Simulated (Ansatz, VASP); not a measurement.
**Ni in VASP and in Ansatz**

The input INCAR:

```
  ALGO = Normal
  EDIFF = 1E-7
  ENCUT = 520
  GGA = PE
  ISIF = 2
  ISMEAR = 0
  ISPIN = 2
  LASPH = True
  LCHARG = False
  LMAXMIX = 4
  LORBIT = 11
  LREAL = False
  LWAVE = False
  MAGMOM = 2 2
  NBANDS = 21
  NELM = 150
  PREC = Accurate
  SIGMA = 0.1
```

File KPOINTS:

```
k-points
0
Gamma
  8 8 8
```

POSCAR

```
Ni
1.0
   -2.1523410896      2.1523410896      1.1741417954
    2.1523410896     -2.1523410896      1.1741417954
    2.1523410896      2.1523410896     -1.1741417954
Ni
2
Direct
    0.0000000000      0.0000000000      0.0000000000
    0.7500000000      0.2500000000      0.5000000000
```

Input for Ansatz:

```yaml
crystal:
  lattice:
    - [-2.1523410896, 2.1523410896, 1.1741417954]
    - [2.1523410896, -2.1523410896, 1.1741417954]
    - [2.1523410896, 2.1523410896, -1.1741417954]
  atoms:
    - { symbol: Ni, position: [0.0, 0.0, 0.0], spin: 2.0 }
    - { symbol: Ni, position: [0.75, 0.25, 0.5], spin: 2.0 }
basis:
  ecutwfc: 420
kpoints:
  mp_grid: { grid: [8, 8, 8] }
hamiltonian:
  xc: pbe
scf:
  occupations: { method: gaussian, width: 0.1 }
  lower_state_search: "off"
output:
  forces: true
  stress: true
  eigenvalues: true
  populations: true
magnetization:
  spin_polarized: true
```

Alike in both runs: task single point; functional PBE; k mesh 8 × 8 × 8; occupations gaussian, width 0.1 eV; collinear spin.

```csv
,VASP,Ansatz
version,VASP 6.6.1,Ansatz 0.2.0
potentials or method,"VASP PAW PBE potentials, release 64 (Ni)","scalar-relativistic, plane waves, PAW"
plane-wave cutoff (eV),520,420
valence electrons in the cell,20,36
```

Ansatz gave:

* gap on the k mesh at the Fermi level (eV): none
* pressure (GPa): 19.7
* largest component of the traceless stress (GPa): 0.56
* net moment per atom (μB): 0.57
* size of the moment on the site where the two differ most (μB): 0.60

Task: Estimate VASP's values.

Result: gap on the k mesh at the Fermi level (eV): none; pressure (GPa): 19.3; largest component of the traceless stress (GPa): 0.63; net moment per atom (μB): 0.56; size of the moment on the site where the two differ most (μB): 0.56.

Site moments also hang on the region over which each program counts them. A gap of «none» marks a metal or a gap that the smearing closes. With one functional, cell and mesh, what is left measures potentials, basis and numerics. The two sets of potentials don't hold the same shells in valence.

Caveats: the k mesh is coarse (spacing up to 0.38 Å⁻¹), so the values aren't converged; so large a pressure means that the cell lies far from this level's equilibrium, or that cutoff or potentials fall short (VASP).
